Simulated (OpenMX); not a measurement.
The system is CdS.

```
Cd S
1.0
     0.00000    2.75324    2.75324
     2.75324    0.00000    2.75324
     2.75324    2.75324    0.00000
Cd S
1 1
Direct
  0.00000 0.00000 0.00000
  0.50000 0.50000 0.50000
```

Measurements of this composition are mostly on another form, of space group No. 186.

| Item | Value |
| --- | --- |
| Program | OpenMX 3.8.5 |
| Task | single point |
| Functional | PBE |
| Potentials or basis | OpenMX 2013 PBE set, Cd7.0-s3p2d2, S7.0-s2p2d1f1, grid cutoff 260 Ry |
| k mesh | 9 × 9 × 9 |
| Occupations | fermi-dirac, width 0.05 eV |
| Spin | no spin polarisation |

On this cell: pressure 0.4 GPa; largest force zero by symmetry; band gap on the k mesh 0.42 eV, indirect (least direct gap 1.63 eV).

The same run follows on a disturbed copy (atoms moved at random, drawn with an rms of 0.05 Å):

```
Cd S
1.0
     0.00000    2.75324    2.75324
     2.75324    0.00000    2.75324
     2.75324    2.75324    0.00000
Cd S
1 1
Direct
  0.00435 0.97727 0.01314
  0.50084 0.49397 0.49740
```

What changes?

The energy moves by +1.7 meV/atom; pressure 0.5 GPa; largest force 0.103 eV/Å; band gap on the k mesh 0.43 eV, indirect (least direct gap 1.62 eV).

Forces on the atoms (eV/Å):
```
Cd  -0.002 -0.088  0.053
S   -0.004  0.082 -0.055
```

Caveats: the real-space grid is coarse for these elements, which adds noise of up to some 20 meV/atom to energies and shifts forces, pressures and volumes; an odd mesh through Γ misses points on the zone boundary, where band edges often lie; the basis of atomic orbitals isn't converged, which shifts pressures, moduli and gaps.
